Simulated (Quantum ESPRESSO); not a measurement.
# MgS (Niningerite) (Fm-3m) in Quantum ESPRESSO: further runs

Aim: see how the results for MgS (Niningerite) move with the level of theory and the settings. Levels: LDA, PBE, PBEsol, RPBE. Tasks: phonons.

All numbers are computed with Quantum ESPRESSO 7.5; they aren't measurements. Logs are shortened: lines on timing, memory, paths and dates and some standing lists are left out, and cuts for length are marked.

## (1) Starting point

The structure is cubic, space group Fm-3m (No. 225). Conventional cell: a = 5.203 Å, b = 5.203 Å, c = 5.203 Å, α = 90.00°, β = 90.00°, γ = 90.00°. S (site symmetry m-3m) is surrounded by 6 Mg at 2.60 Å. Around Mg (site symmetry m-3m) lie 6 S at 2.60 Å.

## (2) Phonons, LDA

pw.in

```
&CONTROL
  calculation = 'scf'
  prefix = 'pwscf'
  outdir = './tmp'
  pseudo_dir = './pseudo'
  tprnfor = .true.
  tstress = .true.
  disk_io = 'low'
/
&SYSTEM
  ibrav = 0
  nat = 2
  ntyp = 2
  ecutwfc = 84
  nbnd = 14
  occupations = 'smearing'
  smearing = 'fd'
  degauss = 0.00367493
/
&ELECTRONS
  conv_thr = 4d-10
  electron_maxstep = 120
  mixing_beta = 0.5
/
ATOMIC_SPECIES
S     32.0600 S.upf
Mg    24.3050 Mg.upf
CELL_PARAMETERS angstrom
   0.0000000000    2.6016500000    2.6016500000
   2.6016500000    0.0000000000    2.6016500000
   2.6016500000    2.6016500000    0.0000000000
ATOMIC_POSITIONS crystal
S      0.5000000000    0.5000000000    0.5000000000
Mg     0.0000000000    0.0000000000    0.0000000000
K_POINTS automatic
6 6 6 1 1 1
```

relax.in

```
&CONTROL
  calculation = 'vc-relax'
  prefix = 'pwscf'
  outdir = './tmp'
  pseudo_dir = './pseudo'
  tprnfor = .true.
  tstress = .true.
  disk_io = 'low'
  nstep = 40
  forc_conv_thr = 0.0001
  etot_conv_thr = 1d-06
/
&SYSTEM
  ibrav = 0
  nat = 2
  ntyp = 2
  ecutwfc = 84
  nbnd = 14
  occupations = 'smearing'
  smearing = 'fd'
  degauss = 0.00367493
/
&ELECTRONS
  conv_thr = 4d-10
  electron_maxstep = 120
  mixing_beta = 0.5
/
&IONS
  ion_dynamics = 'bfgs'
/
&CELL
  cell_dynamics = 'bfgs'
  press = 0
  press_conv_thr = 0.2
/
ATOMIC_SPECIES
S     32.0600 S.upf
Mg    24.3050 Mg.upf
CELL_PARAMETERS angstrom
   0.0000000000    2.6016500000    2.6016500000
   2.6016500000    0.0000000000    2.6016500000
   2.6016500000    2.6016500000    0.0000000000
ATOMIC_POSITIONS crystal
S      0.5000000000    0.5000000000    0.5000000000
Mg     0.0000000000    0.0000000000    0.0000000000
K_POINTS automatic
6 6 6 1 1 1
```

scf2.in

```
&CONTROL
  calculation = 'scf'
  prefix = 'pwscf'
  outdir = './tmp'
  pseudo_dir = './pseudo'
  tprnfor = .true.
  tstress = .true.
  disk_io = 'low'
/
&SYSTEM
  ibrav = 0
  nat = 2
  ntyp = 2
  ecutwfc = 84
  nbnd = 14
  occupations = 'fixed'
/
&ELECTRONS
  conv_thr = 1d-13
  electron_maxstep = 120
  mixing_beta = 0.5
  startingpot = 'file'
  startingwfc = 'file'
/
ATOMIC_SPECIES
S     32.0600 S.upf
Mg    24.3050 Mg.upf
CELL_PARAMETERS angstrom
   0.0000000000    2.5658121063    2.5658121063
   2.5658121063    0.0000000000    2.5658121063
   2.5658121063    2.5658121063    0.0000000000
ATOMIC_POSITIONS crystal
S      0.5000000000    0.5000000000    0.5000000000
Mg     0.0000000000    0.0000000000    0.0000000000
K_POINTS automatic
6 6 6 1 1 1
```

ph.in

```
phonons of MgS
&INPUTPH
  prefix = 'pwscf'
  outdir = './tmp'
  tr2_ph = 1d-18
  fildyn = 'dyn'
  niter_ph = 90
  alpha_mix(1) = 0.7
  epsil = .true.
/
0.0000000000 0.0000000000 0.0000000000
```

dynmat.in

```
&INPUT
  fildyn = 'dyn'
  asr = 'crystal'
  lperm = .true.
  filout = 'dynmat.disp'
  fileig = 'dynmat.eig'
/
```

dynmat_lo.in

```
&INPUT
  fildyn = 'dyn'
  asr = 'crystal'
  filout = 'dynmat_lo.disp'
  fileig = 'dynmat_lo.eig'
  q(1) = 0
  q(2) = 0
  q(3) = 1
/
```

Potentials or basis: PseudoDojo 0.4.1 SR LDA standard.

The run is started by

```console
$ OMP_NUM_THREADS=1 mpirun -n 4 pw.x -nk 4 -in pw.in > pw.out
$ OMP_NUM_THREADS=1 mpirun -n 4 pw.x -nk 4 -in relax.in > relax.out
$ OMP_NUM_THREADS=1 mpirun -n 4 pw.x -nk 4 -in scf2.in > scf2.out
$ OMP_NUM_THREADS=1 mpirun -n 4 ph.x -nk 4 -in ph.in > ph.out
$ OMP_NUM_THREADS=1 mpirun -n 1 dynmat.x -in dynmat.in > dynmat.out
$ OMP_NUM_THREADS=1 mpirun -n 1 dynmat.x -in dynmat_lo.in > dynmat_lo.out
```

pw.out:

```text
This program is part of the open-source Quantum ESPRESSO suite
     for quantum simulation of materials; please cite
[... 6 lines left out ...]
     using ibrav=0 with symmetry is DISCOURAGED, use correct ibrav instead

     K-points division:     npool     =       4
     Subspace diagonalization in iterative solution of the eigenvalue problem:
     a serial algorithm will be used

     G-vector sticks info
     --------------------
     sticks:   dense  smooth     PW     G-vecs:    dense   smooth      PW
     Sum        1123    1123    337                24693    24693    4015

     Using Slab Decomposition

     bravais-lattice index     =            0
     lattice parameter (alat)  =       6.9528  a.u.
     unit-cell volume          =     237.6694 (a.u.)^3
     number of atoms/cell      =            2
     number of atomic types    =            2
     number of electrons       =        16.00
     number of Kohn-Sham states=           14
     kinetic-energy cutoff     =      84.0000  Ry
     charge density cutoff     =     336.0000  Ry
     scf convergence threshold =      4.0E-10
     mixing beta               =       0.5000
     number of iterations used =            8  plain     mixing
     Exchange-correlation= SLA  PW   NOGX NOGC
                           (   1   4   0   0   0   0   0)

     celldm(1)=   6.952848  celldm(2)=   0.000000  celldm(3)=   0.000000
     celldm(4)=   0.000000  celldm(5)=   0.000000  celldm(6)=   0.000000

     crystal axes: (cart. coord. in units of alat)
               a(1) = (   0.000000   0.707107   0.707107 )
               a(2) = (   0.707107   0.000000   0.707107 )
               a(3) = (   0.707107   0.707107   0.000000 )

     reciprocal axes: (cart. coord. in units 2 pi/alat)
               b(1) = ( -0.707107  0.707107  0.707107 )
               b(2) = (  0.707107 -0.707107  0.707107 )
               b(3) = (  0.707107  0.707107 -0.707107 )

     PseudoPot. # 1 for S  read from file:
     S.upf
     Pseudo is Norm-conserving + core correction, Zval =  6.0
     Generated using ONCVPSP code by D. R. Hamann
     Using radial grid of 1132 points,  6 beta functions with:
                l(1) =   0
                l(2) =   0
                l(3) =   1
                l(4) =   1
                l(5) =   2
                l(6) =   2

     PseudoPot. # 2 for Mg read from file:
     Mg.upf
     Pseudo is Norm-conserving, Zval = 10.0
     Generated using ONCVPSP code by D. R. Hamann
     Using radial grid of 1510 points,  4 beta functions with:
                l(1) =   0
                l(2) =   0
                l(3) =   1
                l(4) =   1

     atomic species   valence    mass     pseudopotential
     S                 6.00    32.06000     S ( 1.00)
     Mg               10.00    24.30500     Mg( 1.00)

     48 Sym. Ops., with inversion, found

   Cartesian axes

     site n.     atom                  positions (alat units)
         1        S      tau(   1) = (   0.7071068   0.7071068   0.7071068  )
         2        Mg     tau(   2) = (   0.0000000   0.0000000   0.0000000  )

     number of k points=    28  Fermi-Dirac smearing, width (Ry)=  0.0037
                       cart. coord. in units 2pi/alat
        k(    1) = (   0.0589256   0.0589256   0.0589256), wk =   0.0185185
        k(    2) = (   0.1767767   0.1767767  -0.0589256), wk =   0.0555556
        k(    3) = (   0.2946278   0.2946278  -0.1767767), wk =   0.0555556
        k(    4) = (  -0.2946278  -0.2946278   0.4124790), wk =   0.0555556
        k(    5) = (  -0.1767767  -0.1767767   0.2946278), wk =   0.0555556
        k(    6) = (  -0.0589256  -0.0589256   0.1767767), wk =   0.0555556
[... 20 lines left out ...]
        k(   27) = (   0.2946278   0.2946278   0.2946278), wk =   0.0185185
        k(   28) = (  -0.2946278  -0.2946278   0.8838835), wk =   0.0555556

     Dense  grid:    24693 G-vectors     FFT dimensions: (  45,  45,  45)

     Initial potential from superposition of free atoms

     starting charge      15.9993, renormalised to      16.0000
     Starting wfcs are    9 randomized atomic wfcs +    5 random wfcs

     Self-consistent Calculation

     iteration #  1     ecut=    84.00 Ry     beta= 0.50
     Davidson diagonalization with overlap
     ethr =  1.00E-02,  avg # of iterations =  7.0

     Threshold (ethr) on eigenvalues was too large:
     Diagonalizing with lowered threshold

     Davidson diagonalization with overlap
     ethr =  5.54E-04,  avg # of iterations =  1.5

     total energy              =    -140.88172849 Ry
     estimated scf accuracy    <       0.08848179 Ry

     iteration #  2     ecut=    84.00 Ry     beta= 0.50
     Davidson diagonalization with overlap
     ethr =  5.53E-04,  avg # of iterations =  2.0

     total energy              =    -140.89778455 Ry
     estimated scf accuracy    <       0.00344120 Ry

     iteration #  3     ecut=    84.00 Ry     beta= 0.50
     Davidson diagonalization with overlap
     ethr =  2.15E-05,  avg # of iterations =  4.5

     total energy              =    -140.89777842 Ry
     estimated scf accuracy    <       0.00075460 Ry

     iteration #  4     ecut=    84.00 Ry     beta= 0.50
     Davidson diagonalization with overlap
     ethr =  4.72E-06,  avg # of iterations =  1.7

     total energy              =    -140.89780280 Ry
     estimated scf accuracy    <       0.00000569 Ry

     iteration #  5     ecut=    84.00 Ry     beta= 0.50
     Davidson diagonalization with overlap
     ethr =  3.56E-08,  avg # of iterations =  3.0

     total energy              =    -140.89780542 Ry
     estimated scf accuracy    <       0.00000042 Ry

     iteration #  6     ecut=    84.00 Ry     beta= 0.50
     Davidson diagonalization with overlap
     ethr =  2.63E-09,  avg # of iterations =  2.0

     total energy              =    -140.89780551 Ry
     estimated scf accuracy    <       0.00000005 Ry

     iteration #  7     ecut=    84.00 Ry     beta= 0.50
     Davidson diagonalization with overlap
     ethr =  2.87E-10,  avg # of iterations =  1.9

     total energy              =    -140.89780551 Ry
     estimated scf accuracy    <          2.3E-09 Ry

     iteration #  8     ecut=    84.00 Ry     beta= 0.50
     Davidson diagonalization with overlap
     ethr =  1.45E-11,  avg # of iterations =  2.3

     End of self-consistent calculation

          k = 0.0589 0.0589 0.0589 (  3092 PWs)   bands (ev):

   -67.8877 -35.3000 -35.2997 -35.2997  -6.4125   5.6210   6.1213   6.1213
    10.0966  13.7961  14.1379  14.1379  15.9902  15.9902

          k = 0.1768 0.1768-0.0589 (  3076 PWs)   bands (ev):

   -67.8876 -35.3019 -35.3003 -35.2998  -6.0664   4.0297   5.5535   6.0401
    11.2338  13.4492  14.1202  14.1885  15.0452  16.7225

          k = 0.2946 0.2946-0.1768 (  3082 PWs)   bands (ev):

   -67.8875 -35.3051 -35.3008 -35.3003  -5.4114   2.0386   5.2227   5.7140
    11.0974  12.9665  13.2412  15.3769  17.2723  17.9357

          k =-0.2946-0.2946 0.4125 (  3091 PWs)   bands (ev):

   -67.8874 -35.3062 -35.3008 -35.3006  -5.1266   1.3786   5.2558   5.4853
    10.9134  12.5027  13.1568  16.2673  17.8694  19.8563

          k =-0.1768-0.1768 0.2946 (  3087 PWs)   bands (ev):

   -67.8875 -35.3041 -35.3005 -35.3003  -5.6322   2.6204   5.5387   5.5834
    11.1634  12.9702  13.8925  14.4271  16.8383  17.9201

          k =-0.0589-0.0589 0.1768 (  3078 PWs)   bands (ev):

   -67.8877 -35.3009 -35.3000 -35.2999  -6.2341   4.7879   5.8437   5.9234
    10.9087  13.1766  14.2529  14.5842  14.9922  16.4158

          k = 0.2946 0.0589 0.0589 (  3090 PWs)   bands (ev):

   -67.8876 -35.3023 -35.3005 -35.3005  -5.9045   3.8502   5.4249   5.4306
    11.4791  12.3237  13.5143  15.2881  15.8627  17.2363

          k = 0.4125 0.1768-0.0589 (  3084 PWs)   bands (ev):

   -67.8874 -35.3042 -35.3015 -35.3009  -5.3757   2.6653   4.5421   5.1765
    11.1611  12.3866  13.5847  15.3476  17.1302  19.6239

          k =-0.1768-0.4125 0.5303 (  3097 PWs)   bands (ev):

   -67.8874 -35.3054 -35.3022 -35.3011  -4.9543   1.8362   3.9883   5.0116
    11.1647  12.5255  14.3808  15.3010  18.3001  19.4809

          k =-0.0589-0.2946 0.4125 (  3086 PWs)   bands (ev):

   -67.8874 -35.3046 -35.3022 -35.3007  -5.1942   2.2948   3.9979   5.3498
    11.8910  12.4576  13.8408  14.7425  17.1196  20.2076

          k = 0.0589-0.1768 0.2946 (  3073 PWs)   bands (ev):

   -67.8875 -35.3031 -35.3008 -35.3002  -5.7597   3.2578   5.0640   5.7387
    11.7573  12.9962  13.1909  14.5463  15.8419  18.1085

          k = 0.5303 0.0589 0.0589 (  3092 PWs)   bands (ev):

   -67.8874 -35.3048 -35.3019 -35.3017  -5.0718   2.3828   4.4564   4.6945
     9.5793  11.0235  16.0689  16.9750  18.2766  19.3372

          k =-0.0589-0.5303 0.6482 (  3103 PWs)   bands (ev):

   -67.8873 -35.3051 -35.3028 -35.3020  -4.7855   2.2177   3.6528   4.3818
     9.8007  11.7480  15.7460  16.6992  18.9281  20.8884

          k = 0.0589-0.4125 0.5303 (  3098 PWs)   bands (ev):

   -67.8873 -35.3046 -35.3034 -35.3014  -4.8427   2.2913   3.1345   4.8128
    10.7791  13.3450  14.7637  15.0388  18.0285  19.0114

          k = 0.1768-0.2946 0.4125 (  3085 PWs)   bands (ev):

   -67.8874 -35.3055 -35.3013 -35.3007  -5.1609   1.7471   4.7247   5.3952
    11.4990  12.1459  13.6956  15.4950  17.9354  19.0912

          k =-0.6482 0.0589 0.0589 (  3090 PWs)   bands (ev):

   -67.8873 -35.3055 -35.3023 -35.3020  -4.8076   2.0327   4.2114   4.5264
     9.0346  10.7534  17.3853  17.6525  18.9829  20.2260

          k =-0.5303 0.1768-0.0589 (  3092 PWs)   bands (ev):

   -67.8874 -35.3048 -35.3023 -35.3016  -5.0117   2.3252   4.0387   4.6544
    10.2774  11.9736  14.6468  16.3061  18.3232  20.8044

          k =-0.4125 0.0589 0.0589 (  3094 PWs)   bands (ev):

   -67.8875 -35.3037 -35.3012 -35.3012  -5.4833   3.0156   4.8931   5.0105
    10.5677  11.5547  14.5529  16.1104  17.0749  18.2855

          k = 0.1768 0.1768 0.1768 (  3080 PWs)   bands (ev):

   -67.8876 -35.3030 -35.3001 -35.3001  -5.9114   3.3118   5.8481   5.8481
    10.9396  13.8260  13.8260  14.3027  16.3088  16.3088

          k = 0.2946 0.2946 0.0589 (  3087 PWs)   bands (ev):

   -67.8875 -35.3041 -35.3014 -35.3002  -5.5019   2.6613   4.5276   5.7643
    12.0045  12.9274  13.7171  14.0057  16.0109  19.5774

          k =-0.2946-0.2946 0.6482 (  3100 PWs)   bands (ev):

   -67.8874 -35.3048 -35.3029 -35.3009  -4.9969   2.1434   3.4819   5.2899
    11.0540  13.5187  14.1855  14.9441  17.6467  18.6186

          k =-0.1768-0.1768 0.5303 (  3097 PWs)   bands (ev):

   -67.8874 -35.3051 -35.3022 -35.3013  -4.9833   2.0714   3.9319   4.9533
    10.3854  12.7751  14.8107  14.9649  18.5643  20.5011

          k = 0.4125 0.1768 0.1768 (  3087 PWs)   bands (ev):

   -67.8874 -35.3049 -35.3011 -35.3009  -5.2925   2.1752   4.8369   5.2128
    11.1008  12.5788  14.2927  14.3136  17.8507  19.6774

          k =-0.1768-0.4125 0.7660 (  3089 PWs)   bands (ev):

   -67.8873 -35.3047 -35.3029 -35.3014  -4.9215   2.2577   3.5537   4.6609
    11.3083  12.8253  13.7344  15.6021  18.3011  19.6007

          k =-0.0589-0.2946 0.6482 (  3097 PWs)   bands (ev):

   -67.8873 -35.3044 -35.3035 -35.3020  -4.7631   2.5295   3.1528   4.1060
    10.9623  13.1460  14.1513  15.2329  19.1495  20.2746

          k =-0.7660 0.1768 0.1768 (  3098 PWs)   bands (ev):

   -67.8873 -35.3048 -35.3033 -35.3016  -4.7993   2.3137   3.1235   4.8119
     9.9418  12.7516  15.5696  15.8327  18.0432  19.6707

          k = 0.2946 0.2946 0.2946 (  3082 PWs)   bands (ev):

   -67.8874 -35.3059 -35.3004 -35.3004  -5.2670   1.5371   5.6150   5.6150
    10.6026  13.0073  13.0073  15.9229  17.7825  19.0253

          k =-0.2946-0.2946 0.8839 (  3092 PWs)   bands (ev):

   -67.8874 -35.3057 -35.3017 -35.3008  -5.0350   1.6172   4.3892   5.3633
    11.2739  12.4543  13.6338  15.9725  18.5851  18.8366

     the Fermi energy is     7.3608 ev

!    total energy              =    -140.89780552 Ry
     estimated scf accuracy    <          8.6E-11 Ry
     smearing contrib. (-TS)   =      -0.00000000 Ry
     internal energy E=F+TS    =    -140.89780552 Ry

     The total energy is F=E-TS. E is the sum of the following terms:
     one-electron contribution =     -86.59382667 Ry
     hartree contribution      =      44.24807112 Ry
     xc contribution           =     -21.83857345 Ry
     ewald contribution        =     -76.71347653 Ry

     convergence has been achieved in   8 iterations

     Forces acting on atoms (cartesian axes, Ry/au):

     atom    1 type  1   force =    -0.00000000    0.00000000   -0.00000000
     atom    2 type  2   force =    -0.00000000   -0.00000000   -0.00000000

     Total force =     0.000000     Total SCF correction =     0.000000

     Computing stress (Cartesian axis) and pressure

          total   stress  (Ry/bohr**3)                   (kbar)     P=      -31.84
  -0.00021643   0.00000000   0.00000000          -31.84        0.00        0.00
   0.00000000  -0.00021643   0.00000000            0.00      -31.84        0.00
   0.00000000   0.00000000  -0.00021643            0.00        0.00      -31.84

=------------------------------------------------------------------------------=
   JOB DONE.
=------------------------------------------------------------------------------=
```

Run time: 2.2 min. Hardware: 4 MPI ranks of Arm Neoverse V2, shared host; peak memory 0.4 GiB.

Results:

```
Free energy                                             : -1917.0270 eV
Relaxed volume                                          : 16.89 Å³/atom
Relaxed cell                                            : a = 3.629 Å, b = 3.629 Å, c = 3.629 Å, α = 60.00°, β = 60.00°, γ = 60.00°
Space group after relaxing (to 0.05 Å)                  : Fm-3m (No. 225)
Pressure after relaxing                                 : 0.0 GPa
Electronic dielectric tensor (diagonal)                 : 5.60
Born charges (mean of the diagonal)                     : S -2.30; Mg +2.30 e
Highest phonon frequency at Γ, LO-TO splitting left out : 252 cm⁻¹
Static dielectric tensor (diagonal)                     : 14.43
```

The path:
```
step  energy change (eV)  largest force (eV/Å)  pressure (GPa)  volume (Å³)
   1              0.0000                0.0000           -3.18        35.22
   2             -0.0092                0.0000           -2.00        34.65
   3             -0.0147                0.0000           -0.06        33.81
   4             -0.0147                0.0000            0.00        33.78
```

Final structure:
```xyz
2
Lattice="0.0000 2.5658 2.5658 2.5658 0.0000 2.5658 2.5658 2.5658 0.0000" Properties=species:S:1:pos:R:3 pbc="T T T"
S     2.5658    2.5658    2.5658
Mg    0.0000    0.0000    0.0000
```

Phonon frequencies in cm⁻¹ (negative: imaginary):
| q point | frequencies |
| --- | --- |
| (0.000, 0.000, 0.000) | 2 2 2 252 252 252 |

Electronic dielectric tensor:
```
5.60 0.00 0.00
0.00 5.60 0.00
0.00 0.00 5.60
```

Born effective charge tensors (e):
atom 1, S
```
-2.30  0.00  0.00
 0.00 -2.30  0.00
 0.00  0.00 -2.30
```
atom 2, Mg
```
2.30 0.00 0.00
0.00 2.30 0.00
0.00 0.00 2.30
```

Optical modes at Γ, degenerate ones joined, polar ones without the macroscopic field:
| cm⁻¹ | components | symmetry | active in | IR intensity, summed ((D/Å)²/amu) |
| --- | --- | --- | --- | --- |
| 252 | 3 | T1u | IR | 26.53 |

Zone-centre frequencies without and with the macroscopic field along z (cm⁻¹):
|  | optical modes in rising order |
| --- | --- |
| without | 252 252 252 |
| with the field | 252 252 404 |

Static dielectric tensor, electrons and zone-centre modes:
```
14.43  0.00  0.00
 0.00 14.43  0.00
 0.00  0.00 14.43
```

[end of part 1 of 4]
